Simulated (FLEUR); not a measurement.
# YN (Fm-3m) in FLEUR: single point with PBE

Aim: the single point of YN with PBE.

Program: FLEUR MaX-R8.1 (patched build s14). These are calculated values, not measurements. Logs are shortened: lines on timing, memory, paths and dates and some standing lists are left out, and cuts for length are marked.

## 1. Starting point

The structure is cubic, space group Fm-3m (No. 225). Conventional cell: a = 4.877 Å, b = 4.877 Å, c = 4.877 Å, α = 90.00°, β = 90.00°, γ = 90.00°. Around Y (site symmetry m-3m) lie 6 N at 2.44 Å. N (site symmetry m-3m) is surrounded by 6 Y at 2.44 Å.

## 2. Single point, PBE

File inp.xml:

```xml
<?xml version="1.0" encoding="UTF-8" standalone="no"?>
<fleurInput fleurInputVersion="0.39">
   <comment>
      YN                                                                                                  
   </comment>
   <calculationSetup>
      <cutoffs Kmax="4.29" Gmax="13.3" GmaxXC="13.3" numbands="0"/>
      <scfLoop itmax="60" minDistance="0.00001" maxIterBroyd="15" imix="Anderson" alpha="0.05" precondParam="0.0" spinf="2.0"/>
      <coreElectrons ctail="T" frcor="F" kcrel="0" coretail_lmax="0"/>
      <xcFunctional name="pbe" relativisticCorrections="F"/>
      <magnetism jspins="1"/>
      <soc l_soc="F" theta="0.0" phi="0.0" spav="F"/>
      <expertModes spex="0" secvar="F"/>
      <geometryOptimization l_f="F" forcealpha="1.0" forcemix="BFGS" epsdisp="0.00001" epsforce="0.00001"/>
      <ldaU l_linMix="F" mixParam="0.05" spinf="1.0"/>
   </calculationSetup>
   <cell>
      <bzIntegration valenceElectrons="16.0" mode="hist" fermiSmearingEnergy="0.00183747">
         <kPointListSelection listName="default-1"/>
         <!-- k-points included here -->
         <xi:include xmlns:xi="http://www.w3.org/2001/XInclude" href="kpts.xml"> </xi:include>
      </bzIntegration>
      <!-- symmetry operations included here -->
      <xi:include xmlns:xi="http://www.w3.org/2001/XInclude" href="sym.xml"> </xi:include>
      <bulkLattice scale="1.0">
         <bravaisMatrix>
            <row-1>    0.0000000000000000     4.6080971548370995     4.6080971548370995</row-1>
            <row-2>    4.6080971548370995     0.0000000000000000     4.6080971548370995</row-2>
            <row-3>    4.6080971548370995     4.6080971548370995     0.0000000000000000</row-3>
         </bravaisMatrix>
      </bulkLattice>
   </cell>
   <atomSpecies>
      <species name="Yttrium (Y)" element="Y" atomicNumber="39">
         <mtSphere radius="2.59" gridPoints="857" logIncrement="0.015"/>
         <atomicCutoffs lmax="10" lnonsphr="10"/>
         <electronConfig flipSpins="F">
            <coreConfig>(1s1/2) (2s1/2) (2p1/2) (2p3/2) (3s1/2) (3p1/2) (3p3/2) (3d3/2) (3d5/2)</coreConfig>
            <valenceConfig>(4s1/2) (4p1/2) (4p3/2) (5s1/2) (4d3/2) (4d5/2)</valenceConfig>
            <stateOccupation state="(4d3/2)" spinUp="0.200000" spinDown="0.200000"/>
            <stateOccupation state="(4d5/2)" spinUp="0.300000" spinDown="0.300000"/>
         </electronConfig>
         <energyParameters s="5" p="5" d="4" f="4"/>
         <lo type="SCLO" l="0" n="4" eDeriv="0"/>
         <lo type="SCLO" l="1" n="4" eDeriv="0"/>
         <lo type="SCLO" l="1" n="4" eDeriv="1"/>
         <lo type="SCLO" l="2" n="4" eDeriv="2"/>
         <lo type="SCLO" l="3" n="4" eDeriv="2"/>
      </species>
      <species name="Nitrogen (N)" element="N" atomicNumber="7">
         <mtSphere radius="1.68" gridPoints="555" logIncrement="0.019"/>
         <atomicCutoffs lmax="8" lnonsphr="8"/>
         <electronConfig flipSpins="F">
            <coreConfig>(1s1/2)</coreConfig>
            <valenceConfig>(2s1/2) (2p1/2) (2p3/2)</valenceConfig>
            <stateOccupation state="(2p1/2)" spinUp="0.500000" spinDown="0.500000"/>
            <stateOccupation state="(2p3/2)" spinUp="1.000000" spinDown="1.000000"/>
         </electronConfig>
         <energyParameters s="2" p="2" d="3" f="4"/>
         <lo type="SCLO" l="0" n="2" eDeriv="2"/>
         <lo type="SCLO" l="1" n="2" eDeriv="2"/>
         <lo type="SCLO" l="2" n="3" eDeriv="2"/>
      </species>
   </atomSpecies>
   <atomGroups>
      <atomGroup species="Yttrium (Y)">
         <relPos label="                   1">.0000000000 .0000000000 .0000000000</relPos>
         <force calculate="T" relaxXYZ="TTT"/>
      </atomGroup>
      <atomGroup species="Nitrogen (N)">
         <relPos label="                   2">1.000/2.000 1.000/2.000 1.000/2.000</relPos>
         <force calculate="T" relaxXYZ="TTT"/>
      </atomGroup>
   </atomGroups>
   <output dos="F" band="F" slice="F">
      <checks vchk="F" cdinf="F"/>
      <bandDOS minEnergy="-.5*Htr" maxEnergy="0.5*Htr" sigma="0.015" storeEVData="T"/>
      <vacuumDOS vacdos="F" integ="F" star="F" nstars="0" locx1="0.0" locy1="0.0" locx2="0.0" locy2="0.0" nstm="0" tworkf="0.0"/>
      <unfoldingBand unfoldBand="F" supercellX="1" supercellY="1" supercellZ="1"/>
      <plotting iplot="0" polar="F">
         <plot TwoD="T" vec1="  1.0  0.0  0.0" vec2="  0.0  1.0  0.0" vec3="  0.0  0.0  1.0" zero="  0.0  0.0  0.0" file="plot"/>
      </plotting>
      <chargeDensitySlicing numkpt="0" minEigenval="0.0" maxEigenval="0.0" nnne="0" pallst="F"/>
      <specialOutput eonly="F"/>
      <magneticCircularDichroism mcd="F" energyLo="-10.0" energyUp="0.0"/>
   </output>
  <!-- We include the file relax.xml here to enable relaxations (see documentation) -->
  <xi:include xmlns:xi="http://www.w3.org/2001/XInclude" href="relax.xml"> <xi:fallback/> </xi:include>
</fleurInput>
```

File crystal.txt:

```
YN
&input cartesian=F /
0.0000000000  2.4385000000  2.4385000000
2.4385000000  0.0000000000  2.4385000000
2.4385000000  2.4385000000  0.0000000000
1.8897261246
1.0 1.0 1.0

2
39 0.0000000000  0.0000000000  0.0000000000
7 0.5000000000  0.5000000000  0.5000000000

&kpt div1=5 div2=5 div3=5 gamma=T /
```

Potentials or basis: all-electron, FLAPW.

Run with:

```bash
> inpgen -f crystal.txt -profile fastHighL; OMP_NUM_THREADS=2 fleur
```

Standard output:

```text
Welcome to FLEUR        (www.flapw.de)
      MaX-Release 8.1          (www.max-centre.eu)

 ========== k-point set info ==========
 Selected k-point list: default-1
 k-point list type: mesh
 5 x 5 x 5
 Number of k points: 10

 ------------Calculation Setup---------------------------
 Number of OMP-threads    :            2
 Number of basis functions:          344
 Approximate size of matrices (H+S) per k-point:         0.002 GB
 --------------------------------------------------------
 Iteration:     1   Distance:      24.15366919 me/bohr^3
 Iteration:     2   Distance:      19.84072961 me/bohr^3
 Iteration:     3   Distance:       6.30592607 me/bohr^3
 Iteration:     4   Distance:       6.64610575 me/bohr^3
 Iteration:     5   Distance:       0.88282508 me/bohr^3
 Iteration:     6   Distance:       1.00593613 me/bohr^3
 Iteration:     7   Distance:       0.22055346 me/bohr^3
 Iteration:     8   Distance:       0.91262470 me/bohr^3
 Iteration:     9   Distance:       0.06617133 me/bohr^3
 Iteration:    10   Distance:       0.06193220 me/bohr^3
 Iteration:    11   Distance:       0.00668785 me/bohr^3
 Iteration:    12   Distance:       0.00115128 me/bohr^3
 Iteration:    13   Distance:       0.00066832 me/bohr^3
 Iteration:    14   Distance:       0.00014030 me/bohr^3
 Iteration:    15   Distance:       0.00004998 me/bohr^3
 Iteration:    16   Distance:       0.00004084 me/bohr^3
 Iteration:    17   Distance:       0.00001932 me/bohr^3
 Iteration:    18   Distance:       0.00000322 me/bohr^3

 ********************************************************************
 Run finished successfully
 Stop message:
   all done
 ********************************************************************
```

out.xml (last iteration):

```text
<iteration numberForCurrentRun="   18" overallNumber="   18">
         <energyParameters units="Htr">
            <atomicEP atomType="1" spin="1" branch="5s" branchLowest="-1.07" branchHighest="2.47" value="0.3271880630"/>
            <atomicEP atomType="1" spin="1" branch="5p" branchLowest="-0.27" branchHighest="3.10" value="0.4355227096"/>
            <atomicEP atomType="1" spin="1" branch="4d" branchLowest="-4.91" branchHighest="1.00" value="0.4440264128"/>
            <atomicEP atomType="1" spin="1" branch="4f" branchLowest="-9.99" branchHighest="2.27" value="0.6742891113"/>
            <loAtomicEP atomType="1" spin="1" branch="4s" branchLowest="-12.91" branchHighest="-1.07" value="-1.1324609347"/>
            <loAtomicEP atomType="1" spin="1" branch="4p" branchLowest="-9.89" branchHighest="-0.27" value="-0.4026307406"/>
            <loAtomicEP atomType="1" spin="1" branch="4p" branchLowest="-9.89" branchHighest="-0.27" value="-0.4026307406"/>
            <loAtomicEP atomType="1" spin="1" branch="4d" branchLowest="-4.91" branchHighest="1.00" value="0.4433299359"/>
            <loAtomicEP atomType="1" spin="1" branch="4f" branchLowest="-9.99" branchHighest="2.27" value="0.6742873098"/>
            <atomicEP atomType="2" spin="1" branch="2s" branchLowest="-13.41" branchHighest="0.79" value="-0.1185370748"/>
            <atomicEP atomType="2" spin="1" branch="2p" branchLowest="-9.99" branchHighest="1.14" value="0.2365704340"/>
            <atomicEP atomType="2" spin="1" branch="3d" branchLowest="-9.99" branchHighest="4.49" value="0.5208285087"/>
            <atomicEP atomType="2" spin="1" branch="4f" branchLowest="-9.99" branchHighest="7.61" value="0.6816369181"/>
            <loAtomicEP atomType="2" spin="1" branch="2s" branchLowest="-13.41" branchHighest="0.79" value="-0.1185370748"/>
            <loAtomicEP atomType="2" spin="1" branch="2p" branchLowest="-9.99" branchHighest="1.14" value="0.2364683634"/>
            <loAtomicEP atomType="2" spin="1" branch="3d" branchLowest="-9.99" branchHighest="4.49" value="0.5208273691"/>
         </energyParameters>
         <eigenvalues>
            <eigenvaluesAt spin="1" ikpt="1" k_x="0.00000000" k_y="0.00000000" k_z="0.00000000">
                      -1.1371330797       -0.3891381186       -0.3891381186       -0.3891381186       -0.1121670841
                       0.3622880379        0.3622880379        0.3622880379        0.4770727556        0.4770727556
                       0.4770727556        0.5176055349        0.5505217913
            </eigenvaluesAt>
            <eigenvaluesAt spin="1" ikpt="2" k_x="0.00000000" k_y="0.00000000" k_z="0.20000000">
                      -1.1355774024       -0.4053064535       -0.3902373783       -0.3902373783       -0.0892805505
                       0.2947428261        0.3239352916        0.3239352916        0.4884780250        0.5103741857
[... 22 lines left out ...]
            <totalCharge value="16.0000000000"/>
         </valenceDensity>
         <coreStates atomType="     1" atomicNumber=" 39" spin="1" kinEnergy="   3435.5978158132" eigValSum="  -1990.6038774677" lostElectrons=" 0.000010">
            <state n="1" l="0" j="0.5" energy="-618.9637477118" weight="1.0000000000"/>
            <state n="2" l="0" j="0.5" energy="-84.2546432018" weight="1.0000000000"/>
            <state n="2" l="1" j="0.5" energy="-76.8522318535" weight="1.0000000000"/>
            <state n="2" l="1" j="1.5" energy="-74.0317021480" weight="2.0000000000"/>
            <state n="3" l="0" j="0.5" energy="-12.9125466008" weight="1.0000000000"/>
            <state n="3" l="1" j="0.5" energy="-10.1901261568" weight="1.0000000000"/>
            <state n="3" l="1" j="1.5" energy="-9.7493079087" weight="2.0000000000"/>
            <state n="3" l="2" j="1.5" energy="-4.9606104046" weight="2.0000000000"/>
            <state n="3" l="2" j="2.5" energy="-4.8818007622" weight="3.0000000000"/>
         </coreStates>
         <coreStates atomType="     2" atomicNumber="  7" spin="1" kinEnergy="     44.1224324875" eigValSum="    -26.8152400152" lostElectrons=" 0.000001">
            <state n="1" l="0" j="0.5" energy="-13.4076200076" weight="1.0000000000"/>
         </coreStates>
         <allElectronCharges>
            <spinDependentCharge spin="1" total="46.0000000" interstitial="2.9154719" mtSpheres="43.0845281"/>
            <totalCharge value="45.9999999970"/>
         </allElectronCharges>
         <totalEnergy                                    value="    -3440.6007907794" units="Htr">
            <sumOfEigenvalues                            value="    -2020.5017511368">
               <coreElectrons value="-2017.4191174829"/>
               <valenceElectrons value="-3.0826336538"/>
            </sumOfEigenvalues>
            <densityCoulombPotentialIntegral value="-5416.3882400777"/>
            <densityEffectivePotentialIntegral value="-5568.2770984385"/>
            <chargeDenXCDenIntegral value="-116.6815236706"/>
            <FockExchangeEnergyValence value="0.0000000000"/>
            <FockExchangeEnergyCore value="0.0000000000"/>
            <atomTypeDependentContributions atomType="1">
               <electronNucleiInteractionDifferentMTs value="4075.3980824988"/>
               <MadelungTerm value="-21.5996610043"/>
            </atomTypeDependentContributions>
            <atomTypeDependentContributions atomType="2">
               <electronNucleiInteractionDifferentMTs value="63.3952927499"/>
               <MadelungTerm value="-3.1074581187"/>
            </atomTypeDependentContributions>
            <tkbTimesEntropy value="0.0000347554"/>
            <freeEnergy value="-3440.6008255349"/>
            <extrapolationTo0K value="-3440.6008081572"/>
         </totalEnergy>
         <densityConvergence units="me/bohr^3">
            <chargeDensity spin="1" distance="0.0000032192"/>
         </densityConvergence>
      </iteration>
```

Wall time 15 s (2 threads of AMD EPYC 7R43 (Zen 3), shared host); peak memory 0.05 GiB.

Results:

| Item | Value |
| --- | --- |
| Free energy | -93623.5180 eV |
| Band gap on the k mesh | 0.34 eV, indirect (least direct gap 0.78 eV) |
| Valence electrons inside the program's atomic spheres | Y 8.94; N 4.14 (radii Y 2.59, N 1.68 bohr) |

Core levels (eV from the Fermi level):
```
atom                                                                                                                             levels
 1 Y  1s1/2 -16852.9, 2s1/2 -2302.7, 2p1/2 -2101.3, 2p3/2 -2024.5, 3s1/2 -361.4, 3p1/2 -287.3, 3p3/2 -275.3, 3d3/2 -145.0, 3d5/2 -142.9
 2 N                                                                                                                       1s1/2 -374.9
```

Caveat: the k mesh is coarse (spacing up to 0.45 Å⁻¹), so the values aren't converged; an odd mesh through Γ misses points on the zone boundary, where band edges often lie. A hybrid or GW would open this gap; PBE tends to underestimate it.
